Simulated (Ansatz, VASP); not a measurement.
# Two plane-wave programs on Cu

Contents of POSCAR:

```
Cu
1.0
    0.0000000000      1.8250000000      1.8250000000
    1.8250000000      0.0000000000      1.8250000000
    1.8250000000      1.8250000000      0.0000000000
Cu
1
Direct
    0.0000000000      0.0000000000      0.0000000000
```

Contents of INCAR.step1:

```
PREC     = Accurate       # precision mode
ENCUT    = 600            # plane-wave cutoff, eV
ISMEAR   = 0              # smearing method
SIGMA    = 0.1            # smearing width, eV
LREAL    = F              # projectors in reciprocal space
LASPH    = T              # aspherical terms in the spheres
NELM     = 60             # most SCF steps
GGA      = PE             # functional
ALGO     = Normal         # electronic algorithm
EDIFF    = 1E-4           # SCF threshold, eV
LWAVE    = T              # write WAVECAR
LCHARG   = F              # write CHGCAR
```

Contents of INCAR.step2:

```
PREC     = Accurate       # precision mode
ENCUT    = 600            # plane-wave cutoff, eV
EDIFF    = 1E-7           # SCF threshold, eV
ISMEAR   = 0              # smearing method
SIGMA    = 0.1            # smearing width, eV
LREAL    = F              # projectors in reciprocal space
LASPH    = T              # aspherical terms in the spheres
NELM     = 60             # most SCF steps
ALGO     = Normal         # electronic algorithm
ISIF     = 3              # what is computed and relaxed
LWAVE    = F              # write WAVECAR
LCHARG   = F              # write CHGCAR
METAGGA  = R2SCAN         # meta-GGA
LMIXTAU  = T            
IBRION   = 2              # ionic algorithm
NSW      = 100            # ionic steps
EDIFFG   = -0.002         # ionic threshold
ISTART   = 1
```

File KPOINTS:

```
Automatic mesh
0
Gamma
  16 16 16
```

Input for Ansatz:

```yaml
crystal:
  lattice:
    - [0.0, 1.825, 1.825]
    - [1.825, 0.0, 1.825]
    - [1.825, 1.825, 0.0]
  atoms:
    - { symbol: Cu, position: [0.0, 0.0, 0.0] }
basis:
  ecutwfc: 500
kpoints:
  mp_grid: { grid: [16, 16, 16] }
hamiltonian:
  xc: r2scan
  pseudopotentials: { kind: paw, azcp: { folder: soft_1 } }
scf:
  occupations: { method: gaussian, width: 0.1 }
output:
  forces: true
  stress: true
  eigenvalues: true
  write_density: true
  write_potential: true
  elf: true
  volumetric_format: npy
relax:
  adjacent_minimum: "off"
  f_tol: 0.002
  max_steps: 80
  cell: { stress_tol: 0.02 }
```

Alike in both runs: task relaxation of cell and atoms; functional r2SCAN; k mesh 16 × 16 × 16; occupations gaussian, width 0.1 eV; no spin polarisation.

|  | VASP | Ansatz |
| --- | --- | --- |
| version | VASP 6.6.1 | Ansatz 0.2.0 |
| potentials or method | VASP PAW PBE potentials, release 64 (Cu) | scalar-relativistic, plane waves, PAW |
| plane-wave cutoff (eV) | 600 | 500 |
| valence electrons in the cell | 11 | 19 |

VASP gave:

| Property | Result |
| --- | --- |
| gap on the k mesh at the Fermi level, each at its own relaxed structure (eV) | none |
| relaxed volume (Å³/atom) | 11.49 |
| relaxed cell length with the largest relative difference (Å) | 2.533 |
| energy change over the relaxation (meV/atom) | -17 |

Problem. Estimate Ansatz's values.

Solution. gap on the k mesh at the Fermi level, each at its own relaxed structure (eV): none; relaxed volume (Å³/atom): 11.47; relaxed cell length with the largest relative difference (Å): 2.531; energy change over the relaxation (meV/atom): -19.

A gap of «none» marks a metal or a gap that the smearing closes. The two sets of potentials don't hold the same shells in valence.

Caveats: the PAW data sets were made with another functional, which shifts forces and pressure a little (VASP).
